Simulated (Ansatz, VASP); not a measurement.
# Two plane-wave programs on HfO2

run.py

```python
from ase.calculators.vasp import Vasp
from ase.dft.dos import DOS
from ase.io import read

atoms = read('POSCAR')
calc = Vasp(
    directory='calc',
    xc='r2scan',
    pp='PBE',
    setups='recommended',
    prec='Accurate',
    encut=520,
    ediff=1e-06,
    ismear=0,
    sigma=0.1,
    lreal=False,
    lasph=True,
    nelm=100,
    algo='Normal',
    isif=2,
    lwave=False,
    lcharg=False,
    lmaxmix=4,
    ldautype=2,
    ldauprint=1,
    lmixtau=True,
    ivdw=13,
    vdw_s6=1.0,
    vdw_s8=0.6018749,
    vdw_a1=0.51559235,
    vdw_a2=5.77342911,
    lorbit=11,
    ldau_luj={'Hf': {'L': 2, 'U': 4.5, 'J': 0.5}},
    kpts=[9, 9, 9],
    gamma=True,
    nbands=18,
)
atoms.calc = calc

print('energy (eV):', atoms.get_potential_energy())
print('free energy (eV):', atoms.get_potential_energy(force_consistent=True))
print('forces (eV/A):')
print(atoms.get_forces())
print('stress (eV/A^3, Voigt):', atoms.get_stress())
print('Fermi level (eV):', calc.get_fermi_level())
dos = DOS(calc, width=0.1, window=(-10, 10), npts=201)
print('E - E_F (eV), DOS (1/eV)')
for e, g in zip(dos.get_energies(), dos.get_dos()):
    print(f'{e:8.3f} {g:10.4f}')
```

POSCAR

```
HfO2
1.0
    0.0000000000      2.5575000000      2.5575000000
    2.5575000000      0.0000000000      2.5575000000
    2.5575000000      2.5575000000      0.0000000000
Hf O
1 2
Direct
    0.0000000000      0.0000000000      0.0000000000
    0.7500000000      0.7500000000      0.7500000000
    0.2500000000      0.2500000000      0.2500000000
```

The input input.yaml:

```yaml
crystal:
  lattice:
    - [0.0, 2.5575, 2.5575]
    - [2.5575, 0.0, 2.5575]
    - [2.5575, 2.5575, 0.0]
  atoms:
    - { symbol: Hf, position: [0.0, 0.0, 0.0] }
    - { symbol: O, position: [0.75, 0.75, 0.75] }
    - { symbol: O, position: [0.25, 0.25, 0.25] }
hamiltonian:
  xc: r2scan
  pseudopotentials: { kind: paw }
  dispersion: d4
  hubbard: { sites: [{ species: Hf, l: d, u_eff: 4.0 }] }
kpoints:
  mp_grid: { grid: [9, 9, 9] }
scf:
  occupations: { method: gaussian, width: 0.1 }
  n_extra_bands: 7
output:
  forces: true
  stress: true
  eigenvalues: true
  dos: { projected: false, de: 0.05, nscf_kmesh: { grid: [14, 14, 14] } }
```

Measurements of this composition are mostly on another form, of space group No. 14.

Alike in both runs: task density of states; functional r2SCAN; dispersion D4; k mesh 9 × 9 × 9; occupations gaussian, width 0.1 eV; no spin polarisation; Hubbard terms Hf d U = 4.5 eV, J = 0.5 eV.

|  | VASP | Ansatz |
| --- | --- | --- |
| version | VASP 6.6.1 | Ansatz 0.2.0 |
| potentials or method | VASP PAW PBE potentials, release 64 (Hf_pv, O) | Ansatz PAW |
| plane-wave cutoff (eV) | 520 | 500 |
| valence electrons in the cell | 22 | 38 |

|  | VASP | Ansatz | Ansatz less VASP |
| --- | --- | --- | --- |
| gap on the k mesh at the Fermi level (eV) | 4.86 | 5.07 | +0.209 |
| least direct gap on the mesh (eV) | 4.98 | 5.18 | +0.201 |
| pressure (GPa) | -2.5 | -3.8 | -1.27 |
| dispersion energy (meV/atom) | -73.2 | -73.3 | -0.08 |

The programs project onto different local orbitals, so the same U acts differently. The two sets of potentials don't hold the same shells in valence.

Caveats: spin-orbit coupling is left out, which moves the levels of the heavy elements; the PAW data sets were made with another functional, which shifts forces and pressure a little (VASP); an odd mesh through Γ misses points on the zone boundary, where band edges often lie (VASP); odd divisions of the mesh miss points on the zone boundary, where band edges often lie, so the gap on the mesh can be too wide (Ansatz); the PAW data sets come from PBE, with cores solved anew for the run's functional, which leaves a small shift of forces and pressure (Ansatz); the density of states is complete only up to the lowest level of the last band computed (Ansatz).
